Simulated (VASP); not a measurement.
# Zr: relaxation of cell and atoms with r2SCAN

The system is Zr.

```
Zr
1.0
     4.95030    0.00000    0.00000
    -2.47515    4.28708    0.00000
     0.00000    0.00000    3.11406
Zr
3
Direct
  0.66667 0.33333 0.50000
  0.33333 0.66667 0.50000
  0.00000 0.00000 0.00000
```

The cell was built by a generator and needn't be a form met in nature.

* Program: VASP 6.6.1
* Task: relaxation of cell and atoms
* Functional: r2SCAN
* Potentials or basis: VASP PAW PBE potentials, release 64 (Zr_sv)
* Cutoff: 600 eV
* k mesh: 9 × 9 × 12
* Occupations: methfessel-paxton, width 0.1 eV
* Spin: no spin polarisation
* Target pressure: 5.19 GPa
* Further INCAR settings: ALGO = Normal; EDIFF = 1e-07; IBRION = 2; EDIFFG = -0.005; NSW = 90; ISIF = 3
* Target pressure: 5.19 GPa

```json
{
  "Relaxed volume": "22.04 Å³/atom",
  "Relaxed cell": "a = 4.951 Å, b = 4.951 Å, c = 3.114 Å, α = 90.00°, β = 90.00°, γ = 120.00°",
  "Space group after relaxing (to 0.05 Å)": "P6/mmm (No. 191)",
  "Energy change on relaxing (the enthalpy is what falls)": "-0.3 meV/atom",
  "Ionic steps": "3",
  "Pressure after relaxing": "5.2 GPa",
  "Band gap on the k mesh": "none (metal or under the smearing width)"
}
```

Step by step:
| step | energy change (eV) | largest force (eV/Å) | pressure (GPa) | volume (Å³) |
| --- | --- | --- | --- | --- |
| 1 | 0.0000 | 0.0000 | 5.23 | 66.09 |
| 2 | -0.0018 | 0.0000 | 5.14 | 66.14 |
| 3 | -0.0010 | 0.0000 | 5.18 | 66.12 |

Final structure:
```
Zr
1.0
     4.95142    0.00000    0.00000
    -2.47571    4.28806    0.00000
     0.00000    0.00000    3.11404
Zr
3
Cartesian
  2.4757 1.4294 1.5570
  0.0000 2.8587 1.5570
  0.0000 0.0000 0.0000
```

Levels at points of the mesh, in eV from the Fermi level:
```tsv
k point	band 16	band 17	band 18	band 19	band 20	band 21
(0.00, 0.00, 0.00)	-0.63	-0.56	-0.56	-0.09	1.05	1.85
(0.00, 0.00, 0.50)	-2.20	-2.20	-1.58	1.30	1.30	1.90
```

Wall time 17 min on 1 thread of Intel(R) Xeon(R) Platinum 8488C (Sapphire Rapids), with other jobs on the host, peak memory 0.3 GiB.

Caveat: the cell is relaxed towards a set pressure, so the enthalpy falls and the energy may rise; the PAW data sets were made with another functional, which shifts forces and pressure a little.
